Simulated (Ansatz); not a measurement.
Na3I2: competing structures

The calculation used DFT PBE, scalar-relativistic, plane waves, PAW in Ansatz. All cells share a 420 eV cutoff and Γ-centred k meshes spaced at most 0.3 Å⁻¹ (0.19 for metals, 2π included).

Temperature and zero-point effects are left out. Only the structures computed here compete, so a lower one can exist. The k mesh leaves about 4 meV/atom of noise in metals. Weakly bound directions are ill-defined at this level, which has no dispersion term (Na3I2 P-62m). Spin–orbit coupling is left out. No run is spin-polarised.

```tsv
#	started from	space group	atoms	V (Å³/atom)	ΔE (meV/atom)	gap on mesh (eV)
1	anti-corundum type	R-3c (No. 167)	10	43.4	0	0.00
2	a random cell	P-62m (No. 189)	5	76.7	199	0.00
```

The lowest structure: Space group R-3c (No. 167), trigonal, a = 8.034 Å, c = 23.308 Å. Na has 4 I at 3.23–3.35 Å; I has 6 Na at 3.23–3.35 Å. Its energy against the elements is -0.82 eV/atom. The zero of energy is the lowest elemental structures computed at the same level; no fitted shifts are applied.

```cif
data_structure
_symmetry_space_group_name_H-M 'R-3c:H'
_symmetry_Int_Tables_number 167
_cell_length_a 8.0345
_cell_length_b 8.0345
_cell_length_c 23.3083
_cell_angle_alpha 90.000
_cell_angle_beta 90.000
_cell_angle_gamma 120.000
_cell_volume 1303.04
loop_
_atom_site_label
_atom_site_type_symbol
_atom_site_symmetry_multiplicity
_atom_site_Wyckoff_symbol
_atom_site_fract_x
_atom_site_fract_y
_atom_site_fract_z
_atom_site_occupancy
Na1 Na 18 e 0.98105 0.33333 0.08333 1
I1 I 12 c 0.66667 0.33333 0.17749 1
```

The second: Space group P-62m (No. 189), hexagonal, a = 6.932 Å, c = 9.220 Å. Na has 2 I at 3.03 Å; I has 3 Na at 3.03 Å.